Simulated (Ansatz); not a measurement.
What does Ansatz print for the nuclei with this input?

The cell is a Materials Project structure (computed, not necessarily an observed phase), atoms as given.

```yaml
crystal:
  lattice:
    - [6.3464495577, 0.0, 0.0]
    - [0.0, 3.49421554, 0.0]
    - [-0.5490254083, 0.0, 14.8561586148]
  atoms:
    - { symbol: Te, position: [0.41934698, 0.0, 0.90115399] }
    - { symbol: Te, position: [0.58109276, 0.5, 0.09854983] }
    - { symbol: Te, position: [0.90945389, 0.5, 0.86175202] }
    - { symbol: Te, position: [0.09104745, 0.0, 0.13792275] }
    - { symbol: Te, position: [0.43253951, 0.5, 0.63827401] }
    - { symbol: Te, position: [0.56720469, 0.0, 0.36206281] }
    - { symbol: Te, position: [0.93626097, 0.0, 0.59892358] }
    - { symbol: Te, position: [0.06308657, 0.5, 0.40139181] }
    - { symbol: Mo, position: [0.81900395, 0.0, 0.99308972] }
    - { symbol: Mo, position: [0.1814915, 0.5, 0.00653163] }
    - { symbol: Mo, position: [0.6797845, 0.5, 0.49352002] }
    - { symbol: Mo, position: [0.31968622, 0.0, 0.50682682] }
kpoints:
  mp_grid: { grid: [5, 9, 3] }
scf:
  occupations: { method: fermi_dirac, width: 0.05 }
hamiltonian:
  xc: r2scan
  pseudopotentials: { kind: paw, frozen_core: stored }
output:
  forces: true
  stress: true
  populations: true
  efg: { quadrupole_moments_barn: { Mo: -0.022 } }
```

```sh
ansatz run input.yaml --threads 1 --pin off --max-ram 3072MiB --backend cpu --events-out ev --progress --plain --runs-dir out
```

Of the output, the block on the nuclei alone is shown; the set-up, the SCF iterations, energies, forces and stress are cut. One atom of each set with nearly equal values is shown.

```
--- PAW observables at the nuclei: V_zz in 10²¹ V/m², potentials from the cell's mean, atoms counted from 1 ---
  atom   1  Te V_zz =   +25.366874   η = 0.8796   by run symmetry: allowed
            electrostatic potential = -8649.963555 V   contact ρ = none
  atom   2  Te V_zz =   +25.415706   η = 0.8793   by run symmetry: allowed
            electrostatic potential = -8649.963501 V   contact ρ = none
  atom   3  Te V_zz =   -18.005516   η = 0.6480   by run symmetry: allowed
            electrostatic potential = -8649.822112 V   contact ρ = none
  atom   4  Te V_zz =   -17.993602   η = 0.6511   by run symmetry: allowed
            electrostatic potential = -8649.822170 V   contact ρ = none
  atom   5  Te V_zz =   -17.836145   η = 0.6659   by run symmetry: allowed
            electrostatic potential = -8649.813135 V   contact ρ = none
  atom   7  Te V_zz =   +25.263327   η = 0.8816   by run symmetry: allowed
            electrostatic potential = -8649.956207 V   contact ρ = none
  atom   8  Te V_zz =   +25.309786   η = 0.8832   by run symmetry: allowed
            electrostatic potential = -8649.956407 V   contact ρ = none
  atom   9  Mo V_zz =    -7.267483   η = 0.8520   by run symmetry: allowed   C_q = +3.8660 MHz
            electrostatic potential = -6351.731852 V   contact ρ = none
  atom  11  Mo V_zz =    -7.300563   η = 0.8416   by run symmetry: allowed   C_q = +3.8836 MHz
            electrostatic potential = -6351.726033 V   contact ρ = none
  atom  12  Mo V_zz =    -7.272594   η = 0.8427   by run symmetry: allowed   C_q = +3.8687 MHz
            electrostatic potential = -6351.724470 V   contact ρ = none
```

Hardware: 1 thread of Intel Xeon 6975P-C (Granite Rapids) (x86_64; 16 cores open to the job, memory cap 3.0 GiB, no GPU), a shared host with a load of 0.7 a core. Wall time 4.1 min, CPU time 4.1 min, peak memory 1.9 GiB.

The run finds no gap above 0.1 eV (a metal, or nearly one), so the gradients can move by 10 % or more with the k-mesh. Without spin–orbit coupling the gradients at and beside Te can be off by some per cent, at some sites by more.
